Two computed band gaps of boron phosphide differ by 0.2 eV, and the calculations used different functionals. Somebody has to decide whether the functional alone explains the difference or whether one calculation must be repeated. For this crystal, the choice among gradient-corrected functionals (GGAs) moves the smallest gap by about 0.3 eV, on a value near 1.3 eV. The direct gap moves by only half as much and stays near 3.4 eV.

Plane-wave Kohn-Sham DFT with ABINIT 10.8.3 for boron phosphide (BP, space group F-43m), with the same two-atom cell in every row (conventional edge 4.538 Å). All runs use a 10 × 10 × 10 k mesh and Fermi-Dirac occupations with a width of 0.05 eV, without spin polarisation, spin-orbit coupling or a dispersion correction.

| functional | potentials | wave cutoff | gap on mesh (eV) | direct gap on mesh (eV) |
| --- | --- | --- | --- | --- |
| LDA | JTH-PAW-LDA-v2.0 | 544.228 eV | 1.188 | 3.377 |
| PBE | PseudoDojo-NC-SR-PBE-v0.5-stringent | 1034.03 eV | 1.252 | 3.407 |
| PBEsol | JTH-PAW-PBE-v2.0 | 544.228 eV | 1.133 | 3.356 |
| revPBE | PseudoDojo-NC-SR-PBE-v0.4.1-standard | 1034.03 eV | 1.296 | 3.412 |
| RPBE | PseudoDojo-NC-SR-PBE-v0.4.1-standard | 1034.03 eV | 1.314 | 3.414 |
| r2SCAN | JTH-PAW-LDA-v2.0 | 653.073 eV | 1.438 | 3.616 |
| BP86 | JTH-PAW-PBE-v2.0 | 544.228 eV | 1.306 | 3.449 |
| LDA-Teter | PseudoDojo-NC-SR-LDA-v0.4.1-standard | 1034.03 eV | 1.199 | 3.386 |
| LDA-VWN | PseudoDojo-NC-SR-LDA-v0.4.1-standard | 1034.03 eV | 1.203 | 3.388 |
| SCAN | JTH-PAW-PBE-v2.0 | 653.073 eV | 1.553 | 3.794 |
| WC | PseudoDojo-NC-SR-PBEsol-v0.4.1-standard | 1034.03 eV | 1.165 | 3.390 |
| rPW86PBE | JTH-PAW-PBE-v2.0 | 544.228 eV | 1.456 | 3.505 |

The gap on mesh is the energy from the highest filled to the lowest empty level found anywhere on the mesh of electron wavevectors. The direct gap on mesh compares levels at the same wavevector. The first is smaller because boron phosphide is an indirect semiconductor: its valence top lies at the zone centre, its conduction minimum well away from it, near the zone-boundary point X. The mesh may step over that minimum, so the tabulated smallest gaps are upper bounds for their functionals.

### Why one number can order the GGAs

All rows share the same atomic positions, so, apart from the differing pseudopotentials and cutoffs discussed below, a new functional acts only through the potential that the electrons feel. If this potential changes by a small amount $\delta v$, first-order perturbation theory gives the change of the gap as

$$\delta E_\text{gap} \approx \langle c|\delta v|c\rangle - \langle v|\delta v|v\rangle ,$$

where $c$ and $v$ are the states at the conduction and valence edges. The gap changes only as far as the two states feel $\delta v$ differently. Suppose that the GGAs differ mainly in the strength of a correction whose shape in space is roughly common to them. The gap then follows a straight line in that strength. Theory suggests the line; its upward direction is read from the table.

The two gaps also show which state responds more. Both start from the same valence top, so any difference between their shifts must come from the conduction states. From revPBE to RPBE, with identical potentials, the smallest gap grows by 0.018 eV and the direct gap by 0.002 eV. The distant conduction minimum is thus raised relative to the valence top, while the conduction level at the zone centre hardly follows in this pair. Other pairs are less extreme: from PBEsol to rPW86PBE, again with shared potentials, the smallest gap grows by 0.323 eV and the direct gap by 0.149 eV, about half as much.

### The rule and two estimates

A convenient measure of strength is the amount by which a GGA enhances the exchange energy over that of the local density approximation (LDA). This enhancement depends on the reduced gradient $s$, which states how fast the density varies on the scale of the local electron wavelength. Most of the valence density in a crystal like this one is expected to have $s$ well below 1, so $s=1$ serves here only as a convenient point for comparing formulas. There, exchange of the PBE type has the excess

$$x=\frac{\mu\kappa}{\mu+\kappa}.$$

Here $\mu$ sets how fast the enhancement starts and $\kappa$ where it saturates. Functionals with another exchange formula need their own excess at $s=1$. A straight line fitted to the seven GGA rows, with its constants rounded, gives

$$E_\text{gap}\approx 0.81\ \text{eV}+2.7\ \text{eV}\times x .$$

For revPBE, $\mu$ is about 0.22 and $\kappa$ about 1.2. The excess is $0.22\times1.2/1.42=0.186$, and the gap follows as $0.81+2.7\times0.186=1.31$ eV. The calculation gives 1.30 eV.

PBEsol has a slower start, with $\mu$ about 0.12 and $\kappa$ about 0.80. Its excess is $0.12\times0.80/0.92=0.104$, which leads to 1.09 eV against a computed 1.13 eV. Both rows were part of the fit, so they illustrate the rule and do not test it.

For a GGA with a different $\mu$ or $\kappa$, the direction can be guessed before any arithmetic: raising either constant raises $x$ and should widen the gap. The direct gap needs no formula. A constant 3.4 eV serves every LDA and GGA row to within about 0.1 eV.

### How far to trust it

Over the seven GGAs the rule misses the computed gap by 0.03 eV on average (root mean square) and by 0.05 eV at worst. Giving every GGA the same mean gap would miss by 0.10 eV. When each row is predicted from the other six, the typical error rises to about 0.06 eV, and this is the fairer margin for a GGA outside the table; one near or beyond the weakest or strongest exchange should be given a wider one. In the opening question, the rule expects a difference of 0.2 eV between two GGAs when their excesses differ by roughly 0.07. The misses of two rows can add up, however: PBE and rPW86PBE differ by 0.20 eV although their excesses are only 0.05 apart. A moderate disagreement with the rule is thus a reason to compare the settings, not proof that a calculation is wrong.

The choice $s=1$ is empirical. Lines based on the excess at half or one and a half times this gradient miss by about 0.05 eV, which is still better than a common value. The constants 0.81 and 2.7 eV are tied to this choice, to this crystal and to its fixed cell, and have no separate physical meaning. If each functional is allowed to relax the cell, the volume changes too, and the gap shifts by an amount that the rule does not contain.

The misses also have a pattern. The rule is too low for PBEsol and rPW86PBE, the weakest and the strongest exchange, which could mean that the true relation bends upward. But these two rows and BP86, which is also underestimated, share one family of potentials, and the other four GGAs use another. The nearest check is LDA against LDA-Teter, almost the same functional with the two families: the first family gives the lower gap, by 0.01 eV. This speaks against the potentials as the cause, but it was done with LDA potentials and does not settle the matter. Moreover, PBE is the only GGA in the table whose potential was made for its own functional. The other six GGAs borrow one made for PBE or, in the case of WC, for PBEsol, and the effect of this on their gaps is untested.

### Where the line ends

The LDA has no exchange excess, so the rule would give it 0.81 eV. The three LDA rows lie near 1.2 eV, above PBEsol. A possible reason, not tested here, is that a GGA also corrects the correlation energy for gradients, and this partly offsets the exchange correction. The fitted constant would then absorb an offset that the GGAs roughly share, whereas the LDA has neither correction. The offset is not the same for all of them: BP86 uses another correlation formula, and PBEsol has a weaker gradient correction of correlation than PBE. These differences may be one reason why the rule is too low for both. The rule therefore compares one GGA with another and should not be used to step from LDA to a GGA.

SCAN and r2SCAN fail in the same direction. If they are given the exchange strength of PBE as a stand-in, the rule falls short by 0.28 and 0.16 eV. These functionals also depend on the kinetic-energy density of the orbitals, which a single excess cannot describe, and the orbital-dependent potential that results is known to open gaps. The difference between the two is not purely one of functional, because their potentials differ as well: SCAN borrows one made for PBE, r2SCAN one made for LDA. Neither was made for a meta-GGA, so part of each shortfall may come from the potentials. Both calculations also reset very small densities to a floor value, with an unknown effect on the gap.

Finally, the rule estimates what a calculation will print, not what a spectrometer will measure. The measured gap is roughly 2 eV, a recalled figure, and every row lies below it, as is usual for functionals of these kinds. A GGA chosen because its gap is wider has not thereby become a better description of the material. The row-by-row comparison is in the output below.

The analysis program printed:

```
fit of gap_on_mesh on 7 rows (gga): constant 0.8151 +/- 0.064, coefficient of F1 2.692 +/- 0.37; rms 0.0288, worst rPW86PBE -0.0452, leave-one-out rms 0.0553
  rows outside the fit (model, value, miss): LDA 0.8151, 1.188, -0.373; r2SCAN 1.28, 1.438, -0.158; LDA-Teter 0.8151, 1.199, -0.384; LDA-VWN 0.8151, 1.203, -0.388; SCAN 1.28, 1.553, -0.273
Rounded rule 0.81 + 2.7 x excess, in eV:
        row  exchange excess at s=1   rule  computed  rule less computed
        LDA                       0   0.81     1.188              -0.378
        PBE                  0.1725  1.276     1.252             0.02388
     PBEsol                  0.1043  1.092     1.133            -0.04126
     revPBE                  0.1859  1.312     1.296             0.01597
       RPBE                  0.1923  1.329     1.314             0.01532
     r2SCAN                  0.1725  1.276     1.438             -0.1621
       BP86                  0.1782  1.291     1.306            -0.01495
  LDA-Teter                       0   0.81     1.199              -0.389
    LDA-VWN                       0   0.81     1.203              -0.393
       SCAN                  0.1725  1.276     1.553             -0.2771
         WC                  0.1402  1.189     1.165             0.02356
   rPW86PBE                  0.2213  1.408     1.456            -0.04849
rms miss of the rounded rule, seven GGAs (eV): 0.02901
largest miss of the rounded rule, seven GGAs (eV): 0.04849
rms miss if all GGAs get their mean gap (eV): 0.09891
rms miss of a fitted line with the excess read at s of 0.5 (eV): 0.04521
rms miss of a fitted line with the excess read at s of 1.5 (eV): 0.05101
range of the mesh gap over the GGAs (eV): 0.323
range of the direct gap over the GGAs (eV): 0.149
largest miss of a constant direct gap of 3.4 eV, LDA and GGA rows (eV): 0.105
LDA-Teter less LDA, mesh gap, other potentials (eV): 0.011
LDA less PBEsol, mesh gap (eV): 0.055
```
